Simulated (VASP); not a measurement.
# Ni (Fm-3m) in VASP: band structure with PBE

Aim: the band structure of Ni with PBE.

All numbers are computed with VASP 6.6.1; they aren't measurements. Logs are shortened: lines on timing, memory, paths and dates and some standing lists are left out, and cuts for length are marked.

**1. Starting point**

The structure is cubic, space group Fm-3m (No. 225). The conventional cell has a = 3.511 Å, b = 3.511 Å, c = 3.511 Å, α = 90.00°, β = 90.00°, γ = 90.00°. Around Ni (site symmetry m-3m) lie 12 Ni at 2.48 Å.

**2. Band structure, PBE**

INCAR

```
PREC = Accurate
ENCUT = 520
EDIFF = 1E-7
ISMEAR = 0
SIGMA = 0.1
LREAL = F
LASPH = T
NELM = 100
ALGO = Normal
ISIF = 2
LWAVE = F
LCHARG = F
LMAXMIX = 4
GGA = PE
```

KPOINTS

```
Automatic mesh
0
Gamma
  20 20 20
```

POSCAR

```
Ni                                      
1.0
   -0.0000000000      1.7557115516      1.7557115516
    1.7557115516      0.0000000000      1.7557115516
    1.7557115516      1.7557115516      0.0000000000
  Ni            
     1
Direct
     0.0000000000000000    0.0000000000000000    0.0000000000000000
```

KPOINTS_OPT

```
path GXWKGLUWLK,UX
20
line-mode
reciprocal
 0.0000000000  0.0000000000  0.0000000000  G
 0.5000000000  0.0000000000  0.5000000000  X

 0.5000000000  0.0000000000  0.5000000000  X
 0.5000000000  0.2500000000  0.7500000000  W

 0.5000000000  0.2500000000  0.7500000000  W
 0.3750000000  0.3750000000  0.7500000000  K

 0.3750000000  0.3750000000  0.7500000000  K
 0.0000000000  0.0000000000  0.0000000000  G

 0.0000000000  0.0000000000  0.0000000000  G
 0.5000000000  0.5000000000  0.5000000000  L

 0.5000000000  0.5000000000  0.5000000000  L
 0.6250000000  0.2500000000  0.6250000000  U

 0.6250000000  0.2500000000  0.6250000000  U
 0.5000000000  0.2500000000  0.7500000000  W

 0.5000000000  0.2500000000  0.7500000000  W
 0.5000000000  0.5000000000  0.5000000000  L

 0.5000000000  0.5000000000  0.5000000000  L
 0.3750000000  0.3750000000  0.7500000000  K

 0.6250000000  0.2500000000  0.6250000000  U
 0.5000000000  0.0000000000  0.5000000000  X
```

Potentials or basis: VASP PAW PBE potentials, release 64 (Ni).

Command:

```console
cat potpaw_PBE.64/Ni/POTCAR > POTCAR
mpirun -np 1 vasp_std > vasp.out
```

OUTCAR:

```text
PREC = Accurate
   ENCUT = 520
   EDIFF = 1E-7
   ISMEAR = 0
   LREAL = F
   LASPH = T
   NELM = 100
   ISIF = 2
   GGA = PE

 ion  position               nearest neighbor table
   1  0.000  0.000  0.000-

  LATTYP: Found a face centered cubic cell.
 ALAT       =     3.5114231032

  Lattice vectors:

 A1 = (   0.0000000000,   1.7557115516,   1.7557115516)
 A2 = (   1.7557115516,   0.0000000000,   1.7557115516)
 A3 = (   1.7557115516,   1.7557115516,   0.0000000000)

Analysis of symmetry for initial positions (statically):
=====================================================================
 Subroutine PRICEL returns:
 Original cell was already a primitive cell.

 Routine SETGRP: Setting up the symmetry group for a
 face centered cubic supercell.

 Subroutine GETGRP returns: Found 48 space group operations
 (whereof 48 operations were pure point group operations)
 out of a pool of 48 trial point group operations.

The static configuration has the point symmetry O_h .

Analysis of symmetry for dynamics (positions and initial velocities):
=====================================================================
 Subroutine PRICEL returns:
 Original cell was already a primitive cell.

 Routine SETGRP: Setting up the symmetry group for a
 face centered cubic supercell.

 Subroutine GETGRP returns: Found 48 space group operations
 (whereof 48 operations were pure point group operations)
 out of a pool of 48 trial point group operations.

The dynamic configuration has the point symmetry O_h .

 Subroutine INISYM returns: Found 48 space group operations
 (whereof 48 operations are pure point group operations),
 and found     1 'primitive' translations

----------------------------------------------------------------------------------------

                                     Primitive cell

  volume of cell :      10.8240

  direct lattice vectors                    reciprocal lattice vectors
     0.000000000  1.755711552  1.755711552    -0.284784821  0.284784821  0.284784821
     1.755711552  0.000000000  1.755711552     0.284784821 -0.284784821  0.284784821
     1.755711552  1.755711552  0.000000000     0.284784821  0.284784821 -0.284784821

  length of vectors
     2.482951088  2.482951088  2.482951088     0.493261779  0.493261779  0.493261779

  position of ions in fractional coordinates (direct lattice)
     0.000000000  0.000000000  0.000000000

  ion indices of the primitive-cell ions
   primitive index   ion index
                 1           1

----------------------------------------------------------------------------------------

 KPOINTS: Automatic mesh

Automatic generation of k-mesh.
 Grid dimensions read from file:
 generate k-points for:   20   20   20

 Generating k-lattice:

  Cartesian coordinates                     Fractional coordinates (reciprocal lattice)
    -0.014239241  0.014239241  0.014239241     0.050000000  0.000000000  0.000000000
     0.014239241 -0.014239241  0.014239241     0.000000000  0.050000000  0.000000000
     0.014239241  0.014239241 -0.014239241     0.000000000  0.000000000  0.050000000

  Length of vectors
     0.024663089  0.024663089  0.024663089

  Shift w.r.t. Gamma in fractional coordinates (k-lattice)
     0.000000000  0.000000000  0.000000000

 Subroutine IBZKPT returns following result:
 ===========================================

 Found    256 irreducible k-points:

 Following reciprocal coordinates:
            Coordinates               Weight
  0.000000  0.000000  0.000000      1.000000
  0.050000  0.000000  0.000000      8.000000
  0.100000  0.000000  0.000000      8.000000
  0.150000  0.000000  0.000000      8.000000
  0.200000  0.000000  0.000000      8.000000
  0.250000  0.000000  0.000000      8.000000
[... 16 lines left out ...]
 -0.400000  0.050000  0.000000     24.000000
 -0.350000  0.050000  0.000000     24.000000
 [... further k-points ...]
   k-points           NKPTS =    256   k-points in BZ     NKDIM =    256   number of bands    NBANDS=      9
   number of dos      NEDOS =    301   number of ions     NIONS =      1
   total plane-waves  NPLWV =   5832
   dimension x,y,z NGX =    18 NGY =   18 NGZ =   18
   dimension x,y,z NGXF=    36 NGYF=   36 NGZF=   36
   ions per type =               1
   NGX,Y,Z   is equivalent  to a cutoff of  12.05, 12.05, 12.05 a.u.
   NGXF,Y,Z  is equivalent  to a cutoff of  24.10, 24.10, 24.10 a.u.
 SYSTEM =  unknown system
   PREC   = accura    normal or accurate (medium, high low for compatibility)
   ISTART =      0    job   : 0-new  1-cont  2-samecut
   ICHARG =      2    charge: 1-file 2-atom 10-const
   ISPIN  =      1    spin polarized calculation?
   LNONCOLLINEAR =      F non collinear calculations
   LSORBIT =      F    spin-orbit coupling
   LASPH  =      T    aspherical Exc in radial PAW
   ENCUT  =  520.0 eV  38.22 Ry    6.18 a.u.   4.62  4.62  4.62*2*pi/ulx,y,z
   NELM   =    100;   NELMIN=  2; NELMDL= -5     # of ELM steps
   EDIFF  = 0.1E-06   stopping-criterion for ELM
   LREAL  =      F    real-space projection
   EDIFFG = 0.1E-05   stopping-criterion for IOM
   NSW    =      0    number of steps for IOM
   IBRION =     -1    ionic relax: 0-MD 1-quasi-New 2-CG
   NFREE  =      0    steps in history (QN), initial steepest desc. (CG)
   ISIF   =      2    stress and relaxation
   ISYM   =      2    0-nonsym 1-usesym 2-fastsym
   POTIM  = 0.5000    time-step for ionic-motion
   TEBEG  =    0.0;   TEEND  =   0.0 temperature during run
   PSTRESS=    0.0 pullay stress
   NELECT =      10.0000    total number of electrons
   NUPDOWN=      -1.0000    fix difference up-down
   EMIN   =  10.00;   EMAX   =-10.00  energy-range for DOS
   EFERMI =   0.00;   METHOD = LEGACY
   ISMEAR =     0;   SIGMA  =   0.10  broadening in eV -4-tet -1-fermi 0-gaus
   EFERMI_NEDOS =   21; number of points for ismear=-14 and -15
   IALGO  =     38    algorithm
   IMIX   =      4    mixing-type and parameters
     AMIX     =   0.40;   BMIX     =  1.00
     AMIX_MAG =   1.60;   BMIX_MAG =  1.00
  volume/ion in A,a.u.               =      10.82        73.04
  Fermi-wavevector in a.u.,A,eV,Ry     =   1.594453  3.013079 34.589815  2.542280
  Thomas-Fermi vector in A             =   2.692525
   LORBIT       =      0    0 simple, 1 ext, 2 COOP (PROOUT), +10 PAW based schemes
   GGA     = PE    functional components
   LHFCALC =     F    Hartree Fock is set to
   AEXX    =    0.0000 exact exchange contribution
   IVDW    =     0    specifies the selected vdW correction
   LEPSILON=     F    determine dielectric tensor
   LRPA    =     F    only Hartree local field effects (RPA)
 non-spin polarized calculation
 Gauss-broadening in eV      SIGMA  =   0.10
  energy-cutoff  :      520.00
  volume of cell :       10.82
 maximum number of plane-waves:       303
   NGX =  9   NGY =  9   NGZ =  9

 number of electron      10.0000012 magnetization

 Free energy of the ion-electron system (eV)
  ---------------------------------------------------
  ext. energy  EPLUGINS =         0.00000000
  ---------------------------------------------------
  free energy    TOTEN  =        -5.42354231 eV

  energy without entropy =       -5.40453487  energy(sigma->0) =       -5.41403859

 E-fermi :   9.2518     XC(G=0): -13.2843

 val. band max:        9.2481054149   @ k =  -0.4000   0.3500   0.1000
 cond. band min:       9.2547501577   @ k =  -0.4500   0.3000   0.0000
 fundamental gap:      0.0066447428
 Fermi energy:         9.2517545480

 k-point     1 :       0.0000    0.0000    0.0000
  band No.  band energies     occupation
      1       0.3857      2.00000
      2       7.3977      2.00000
      3       7.3977      2.00000
      4       7.3977      2.00000
      5       8.5033      2.00000
      6       8.5033      2.00000
      7      33.1346      0.00000
      8      37.1087      0.00000
      9      37.1087      0.00000

 k-point     2 :       0.0500    0.0000    0.0000
  band No.  band energies     occupation
      1       0.4841      2.00000
      2       7.3703      2.00000
      3       7.4204      2.00000
      4       7.4204      2.00000
      5       8.4933      2.00000
      6       8.4933      2.00000
      7      32.8605      0.00000
      8      35.7439      0.00000
      9      36.8739      0.00000

 k-point     3 :       0.1000    0.0000    0.0000
  band No.  band energies     occupation
      1       0.7761      2.00000
      2       7.2943      2.00000
      3       7.4813      2.00000
      4       7.4813      2.00000
      5       8.4705      2.00000
      6       8.4705      2.00000
      7      31.4698      0.00000
      8      34.4641      0.00000
      9      36.3783      0.00000

 k-point     4 :       0.1500    0.0000    0.0000
  band No.  band energies     occupation
      1       1.2509      2.00000
      2       7.1875      2.00000
      3       7.5567      2.00000
      4       7.5567      2.00000
      5       8.4579      2.00000
      6       8.4579      2.00000
      7      29.0838      0.00000
      8      34.0228      0.00000
      9      35.8551      0.00000

 k-point     5 :       0.2000    0.0000    0.0000
  band No.  band energies     occupation
      1       1.8865      2.00000
      2       7.0803      2.00000
      3       7.6071      2.00000
      4       7.6071      2.00000
      5       8.4924      2.00000
      6       8.4924      2.00000
      7      26.5168      0.00000
      8      33.6786      0.00000
      9      35.3906      0.00000

 k-point     6 :       0.2500    0.0000    0.0000
  band No.  band energies     occupation
      1       2.6407      2.00000
      2       7.0203      2.00000
      3       7.6017      2.00000
      4       7.6017      2.00000
      5       8.6000      2.00000
      6       8.6000      2.00000
      7      23.9989      0.00000
      8      33.2516      0.00000
      9      35.0086      0.00000
[... 169 lines left out ...]
 k-point    21 :       0.5000    0.0500    0.0000
  band No.  band energies     occupation
      1       4.8693      2.00000
      2       7.3045      2.00000
      3       7.3911      2.00000
      4       8.5126      2.00000
      5       9.2480      1.04251
      6       9.8799      0.00000
      7      15.4534      0.00000
      8      31.1765      0.00000
      9      33.4925      0.00000

 k-point    22 :      -0.4500    0.0500    0.0000
  band No.  band energies     occupation
      1       4.8524      2.00000
      2       7.3153      2.00000
      3       7.3918      2.00000
      4       8.4628      2.00000
      5       9.1981      1.55176
      6       9.8198      0.00000
      7      15.6641      0.00000
      8      31.0846      0.00000
      9      33.2755      0.00000

 k-point    23 :      -0.4000    0.0500    0.0000
  band No.  band energies     occupation
      1       4.7111      2.00000
      2       7.3581      2.00000
      3       7.4238      2.00000
      4       8.0282      2.00000
      5       9.0784      1.98580
      6       9.4999      0.00045
      7      16.9247      0.00000
      8      31.0845      0.00000
      9      33.3042      0.00000

 k-point    24 :      -0.3500    0.0500    0.0000
  band No.  band energies     occupation
      1       4.3624      2.00000
      2       7.4220      2.00000
      3       7.4614      2.00000
      4       7.4824      2.00000
      5       8.9055      2.00000
      6       9.2369      1.16651
      7      18.7581      0.00000
      8      31.1755      0.00000
      9      33.5724      0.00000

 [... further k-points ...]
[... 5 lines left out ...]
  --------------------------------------------------------------------------------------
  -------------------------------------------------------------------------------------
  Total       -0.0006239     -0.0006239     -0.0006239     -0.0000000      0.0000000      0.0000000
  in kB       -0.0923457     -0.0923457     -0.0923457     -0.0000000      0.0000000      0.0000000
  external PRESSURE =      -0.0923457 kB  Pullay stress =       0.0000000 kB

 VOLUME and BASIS-vectors are now :
 -----------------------------------------------------------------------------
  energy-cutoff  :      520.00
  volume of cell :       10.82
      direct lattice vectors                 reciprocal lattice vectors
     0.000000000  1.755711552  1.755711552    -0.284784821  0.284784821  0.284784821
     1.755711552  0.000000000  1.755711552     0.284784821 -0.284784821  0.284784821
     1.755711552  1.755711552  0.000000000     0.284784821  0.284784821 -0.284784821

 POSITION                                       TOTAL-FORCE (eV/Angst)
 -----------------------------------------------------------------------------------
      0.00000      0.00000      0.00000         0.000000      0.000000     -0.000000
 -----------------------------------------------------------------------------------
    total drift:                                0.000000     -0.000000      0.000000

  FREE ENERGIE OF THE ION-ELECTRON SYSTEM (eV)
  ---------------------------------------------------
  free  energy   TOTEN  =        -5.4235423085 eV

  energy  without entropy=       -5.4045348676  energy(sigma->0) =       -5.41403859
```

It took 70 s on 1 thread of AMD EPYC 7R43 (Zen 3), shared host; peak memory 0.11 GiB.

What came out:

```yaml
Free_energy: -5.4235 eV
Pressure: 0.0 GPa
Band_gap_along_the_path: none (metal or under the smearing width)
```

Levels at the corners of the path, in eV from the Fermi level:
| point | band 3 | band 4 | band 5 | band 6 | band 7 | band 8 |
| --- | --- | --- | --- | --- | --- | --- |
| Γ | -1.85 | -1.85 | -0.75 | -0.75 | 23.88 | 27.86 |
| X | -0.02 | 0.18 | 0.18 | 2.63 | 9.59 | 15.08 |
| X | -0.02 | 0.18 | 0.18 | 2.63 | 9.59 | 15.08 |
| W | -2.57 | -0.83 | 0.18 | 8.05 | 8.05 | 10.28 |
| W | -2.57 | -0.83 | 0.18 | 8.05 | 8.05 | 10.28 |
| K | -1.60 | -0.59 | -0.08 | 6.04 | 7.60 | 10.30 |
| K | -1.60 | -0.59 | -0.08 | 6.04 | 7.60 | 10.30 |
| Γ | -1.85 | -1.85 | -0.75 | -0.75 | 23.88 | 27.86 |
| Γ | -1.85 | -1.85 | -0.75 | -0.75 | 23.88 | 27.86 |
| L | -1.90 | -0.14 | -0.01 | -0.01 | 6.12 | 22.38 |
| L | -1.90 | -0.14 | -0.01 | -0.01 | 6.12 | 22.38 |
| U | -1.60 | -0.59 | -0.08 | 6.04 | 7.60 | 10.30 |
| U | -1.60 | -0.59 | -0.08 | 6.04 | 7.60 | 10.30 |
| W | -2.57 | -0.83 | 0.18 | 8.05 | 8.05 | 10.28 |
| W | -2.57 | -0.83 | 0.18 | 8.05 | 8.05 | 10.28 |
| L | -1.90 | -0.14 | -0.01 | -0.01 | 6.12 | 22.38 |
| L | -1.90 | -0.14 | -0.01 | -0.01 | 6.12 | 22.38 |
| K | -1.60 | -0.59 | -0.08 | 6.04 | 7.60 | 10.30 |
| U | -1.60 | -0.59 | -0.08 | 6.04 | 7.60 | 10.30 |
| X | -0.02 | 0.18 | 0.18 | 2.63 | 9.59 | 15.08 |

Caveat: the run has no spin polarisation, though such a crystal can be magnetic.
